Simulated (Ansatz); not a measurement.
Ag2O:

```xyz
6
Lattice="4.7180 0.0000 0.0000 0.0000 4.7180 0.0000 0.0000 0.0000 4.7180" Properties=species:S:1:pos:R:3 pbc="T T T"
Ag    3.5385    1.1795    3.5385
Ag    3.5385    3.5385    1.1795
Ag    1.1795    3.5385    3.5385
Ag    1.1795    1.1795    1.1795
O     2.3590    2.3590    2.3590
O     0.0000    0.0000    0.0000
```

| Property | Result |
| --- | --- |
| Program | Ansatz 0.2.0 |
| Task | relaxation of cell and atoms |
| Functional | PBE |
| Potentials or basis | Ansatz PAW |
| Cutoff | 420 eV (not typed: the program's choice for these potentials) |
| k mesh | 6 × 6 × 6 |
| Occupations | fermi-dirac, width 0.05 eV |
| Spin | no spin polarisation |

At the start: volume 17.50 Å³/atom.

Where does the relaxation end?

It ends after 7 steps and the volume is 18.57 Å³/atom (+6.1 %); space group Pn-3m (No. 224, to 0.05 Å).

Step by step:
```
step  energy change (eV)  largest force (eV/Å)  volume (Å³)
   1              0.0000                0.0000       105.02
   2             -0.0759                0.0000       109.77
   3             -0.0779                0.0000       111.04
   4             -0.0777                0.0000       111.19
   5             -0.0918                0.0000       111.19
   6             -0.0915                0.0000       111.44
   7             -0.0917                0.0000       111.44
```

Final structure:
```xyz
6
Lattice="4.8122 0.0000 0.0000 0.0000 4.8122 0.0000 0.0000 0.0000 4.8122" Properties=species:S:1:pos:R:3 pbc="T T T"
Ag    3.6091    1.2030    3.6091
Ag    3.6091    3.6091    1.2030
Ag    1.2030    3.6091    3.6091
Ag    1.2030    1.2030    1.2030
O     2.4061    2.4061    2.4061
O     0.0000    0.0000    0.0000
```

Caveat: the plane-wave basis is chosen anew once the cell has moved, so the energies of steps on either side of that aren't comparable.
